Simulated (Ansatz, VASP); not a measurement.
**BaS: VASP beside Ansatz**

```xyz
2
Lattice="0.0000 3.2142 3.2142 3.1821 0.0000 3.2142 3.1821 3.2142 0.0000" Properties=species:S:1:pos:R:3 pbc="T T T"
Ba    3.1821    3.2142    3.2142
S     0.0000    0.0000    0.0000
```

Change from the starting cell: strain e1 = -0.01, atoms carried along.

Alike in both runs: task single point; functional PBE; k mesh 10 × 10 × 10; occupations gaussian, width 0.05 eV; no spin polarisation.

```csv
,VASP,Ansatz
version,VASP 6.6.1,Ansatz 0.2.0
potentials or method,"VASP PAW PBE potentials, release 64 (Ba_sv, S)","scalar-relativistic, plane waves, PAW"
plane-wave cutoff (eV),520,420
valence electrons in the cell,16,16
```

|  | VASP | Ansatz | Ansatz less VASP |
| --- | --- | --- | --- |
| gap on the k mesh at the Fermi level (eV) | 2.10 | 2.19 | +0.099 |
| least direct gap on the mesh (eV) | 2.24 | 2.31 | +0.067 |
| pressure (GPa) | 1.0 | 0.4 | -0.57 |
| largest component of the traceless stress (GPa) | 0.57 | 0.52 | -0.052 |

Caveats: spin-orbit coupling is left out, which moves the levels of the heavy elements. A k mesh can miss the band edges.
